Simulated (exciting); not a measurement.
Write the native input for exciting (release sodium) that does the following.

```yaml
Task: band structure
Functional: PBE
Potentials_or_basis: all-electron LAPW+lo, shipped species files, valence relativity iora*
rgkmax: 7.5
k_mesh: 9 × 9 × 5
Occupations: fermi-dirac, width 0.05 eV
Spin: no spin polarisation
outputlevel: normal
gmaxvr_cutoff_of_density_and_potential: 14 1/bohr
lmaxapw_and_lmaxmat: 10
lmaxvr: 8
nempty: 16
Valence_relativity: iora*
epsengy: 1e-05 Ha
epspot: 1e-05 Ha
maxscl: 60
Muffin-tin_radii: Pt 2.3, S 1.9 bohr
```

The system is PtS2.

```
Pt S
1.0
     3.54320    0.00000    0.00000
    -1.77160    3.06850    0.00000
     0.00000    0.00000    5.03880
Pt S
1 2
Direct
  0.00000 0.00000 0.00000
  0.66667 0.33333 0.77300
  0.33333 0.66667 0.22700
```

One way to write it, as run:

input.xml

```xml
<input>
  <title>PtS2</title>
  <structure speciespath="./" tshift="false">
    <crystal scale="1">
      <basevect>6.695677604774 0.000000000000 0.000000000000</basevect>
      <basevect>-3.347838802387 5.798626901306 0.000000000000</basevect>
      <basevect>0.000000000000 0.000000000000 9.521951996764</basevect>
    </crystal>
    <species speciesfile="Pt.xml" rmt="2.3">
      <atom coord="0.000000000000 0.000000000000 0.000000000000"/>
    </species>
    <species speciesfile="S.xml" rmt="1.9">
      <atom coord="0.666666666700 0.333333333300 0.773000000000"/>
      <atom coord="0.333333333300 0.666666666700 0.227000000000"/>
    </species>
  </structure>
  <groundstate do="fromscratch" ngridk="9 9 5" rgkmax="7.5" gmaxvr="14" lmaxapw="10" lmaxmat="10" lmaxvr="8" xctype="GGA_PBE" stype="Fermi Dirac" swidth="0.00183747" nempty="16" ValenceRelativity="iora*" epsengy="1e-05" epspot="1e-05" maxscl="60" outputlevel="normal"/>
  <properties>
    <bandstructure>
      <plot1d>
        <path steps="80">
          <point coord="0 0 0" label="G"/>
          <point coord="0.5 0 0" label="M"/>
          <point coord="0.3333333333 0.3333333333 0" label="K"/>
          <point coord="0 0 0" label="G"/>
          <point coord="0 0 0.5" label="A"/>
          <point coord="0.5 0 0.5" label="L"/>
          <point coord="0.3333333333 0.3333333333 0.5" label="H"/>
          <point coord="0 0 0.5" label="A" breakafter="true"/>
          <point coord="0.5 0 0.5" label="L"/>
          <point coord="0.5 0 0" label="M" breakafter="true"/>
          <point coord="0.3333333333 0.3333333333 0" label="K"/>
          <point coord="0.3333333333 0.3333333333 0.5" label="H"/>
        </path>
      </plot1d>
    </bandstructure>
    <chargedensityplot>
      <plot3d>
        <box grid="18 18 26">
          <origin coord="0 0 0"/>
          <point coord="1 0 0"/>
          <point coord="0 1 0"/>
          <point coord="0 0 1"/>
        </box>
      </plot3d>
    </chargedensityplot>
    <elfplot>
      <plot3d>
        <box grid="18 18 26">
          <origin coord="0 0 0"/>
          <point coord="1 0 0"/>
          <point coord="0 1 0"/>
          <point coord="0 0 1"/>
        </box>
      </plot3d>
    </elfplot>
    <exccplot>
      <plot3d>
        <box grid="18 18 26">
          <origin coord="0 0 0"/>
          <point coord="1 0 0"/>
          <point coord="0 1 0"/>
          <point coord="0 0 1"/>
        </box>
      </plot3d>
    </exccplot>
  </properties>
</input>
```

Potentials or basis: all-electron LAPW+lo, shipped species files, valence relativity iora*.

Launch:

```sh
$ OMP_NUM_THREADS=1 exciting_smp
```

It gave:

```
Band gap on the k mesh                            : 1.02 eV, indirect (least direct gap 1.07 eV)
Band gap along the path                           : 1.03 eV, indirect (least direct gap 1.57 eV)
All electrons inside the program's atomic spheres : Pt 75.90; S 13.57 (radii Pt 2.3, S 1.9 bohr)
```

Caveat: spin-orbit coupling is left out, which moves the levels of the heavy elements.

Wall time 5 min on 1 thread of Arm Neoverse V2, on a shared host, peak memory 0.17 GiB.
